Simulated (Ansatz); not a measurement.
## Si: pressure against volume

Si, I4/mmm, a = 6.655 Å, c = 3.844 Å. This isn't the element's structure at ambient conditions. Ansatz: r2SCAN, PAW, 500 eV, Γ-centred 10×10×10 mesh on 4 atoms, Gaussian smearing 0.02 eV; no spin polarisation. Shape and atoms are relaxed at each volume; pressure is positive in compression.

| V (Å³/atom) | P (GPa) |
| --- | --- |
| 18.724 | 14.64 |
| 19.362 | ? |
| 20.001 | 6.23 |
| 20.639 | 2.88 |
| 21.277 | 0.02 |
| 21.916 | -2.44 |
| 22.554 | -4.54 |
| 23.405 | -6.87 |

Take V0 = 21.277 Å³/atom, count pressures from its P0 = 0.02 GPa, fit the third-order Birch–Murnaghan form to the other rows, and predict the missing pressure.

With the Eulerian strain f = ½[(V0/V)^(2/3) − 1] and y = (P − P0)/[3f(1 + 2f)^(5/2)], the form is the line y = B0 + 1.5 B0 (B0′ − 4) f. Rows (f, y): 0.04447, 88.6; 0.02105, 88.7; 0.01025, 88.4; -0.00977, 88.2; -0.01906, 87.9; -0.03079, 87.4. Means f = 0.002692, y = 88.200; Σ(Δf)² = 0.003889, ΣΔfΔy = 0.06071; the slope is their ratio. y = 88.16 + 15.61 f GPa, so B0 = 88.2 GPa and B0′ = 4 + 2 × (15.61)/(3 × 88.16) = 4.12. At V = 19.362, f = 0.03245, y = 88.67 and P = 10.12 GPa. The run gave 10.12 GPa, the same to the digits shown.